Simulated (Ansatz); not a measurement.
## MgO with hydrogen replacing O: field gradients at two levels of theory

Cell: a supercell of MgO (rock salt type, Fm-3m) built from a refined structure from the COD, with the ions relaxed around the defect (PBE).

Space group Fm-3m (No. 225); a = 12.6510 Å.

```csv
site,Wyckoff,site symmetry,x,y,z
Mg1,32f,.3m,0.3332,0.8332,0.8332
Mg2,24e,4m.m,0.5000,0.0000,0.8262
Mg6,48h,m.m2,0.8335,0.1665,0.0000
Mg27,4a,m-3m,0.0000,0.5000,0.5000
H,4b,m-3m,0.5000,0.0000,0.0000
O29,48i,m.m2,0.6650,0.1650,0.0000
O32,32f,.3m,0.8335,0.1665,0.1665
O42,24e,4m.m,0.0000,0.5000,0.3342
```

One atom of each set is listed; the run and its k-mesh use a cell of 54 atoms with edges of 8.95, 8.95, 8.95 Å.

First run. Method: Kohn–Sham DFT in Ansatz, PBE, plane waves and PAW, scalar-relativistic, 420 eV cutoff, Γ-centred 3×3×3 k-points, Fermi–Dirac smearing 0.01 eV, cell charge +1.

```csv
site,V_zz (10²¹ V/m²),η
Mg1,-0.071,0.00
Mg2,1.24,0.00
Mg6,-0.23,0.18
H,0.00,–
O29,0.88,0.64
O32,-0.19,0.00
O42,-0.21,0.00
```

Second run. The same atoms and settings, except that the functional is r2SCAN and the cutoff is 500 eV.

Q: Given the first result, estimate the second.

A: 

| site | V_zz | η | change of V_zz |
| --- | --- | --- | --- |
| Mg1 | -0.074 | 0.00 | 0.00 |
| Mg2 | 1.26 | 0.00 | +0.02 |
| Mg6 | -0.24 | 0.13 | -0.01 |
| H | 0.00 | – | 0.00 |
| O29 | 0.90 | 0.64 | +0.02 |
| O32 | -0.19 | 0.00 | 0.00 |
| O42 | -0.22 | 0.00 | -0.01 |

No V_zz moves by more than 0.02. In per cent, |V_zz| changes by +1 on Mg, +2 on O (all sites that start above 0.5). Other sites without a gradient aren't listed.

The defect repeats with the cell of 54 atoms, so it feels its images: sites between two images don't show the values beside a lone defect, and zeros or small values of η there can come from the images' arrangement. The relaxation keeps the site symmetry m-3m of the start, so the impurity can't leave its site; a start off the site could end lower. A uniform background compensates the cell's charge.
For the first run: The cell keeps the host's lattice, where the PBE pressure is 6 GPa (in a charged cell this depends on the convention for the mean potential).
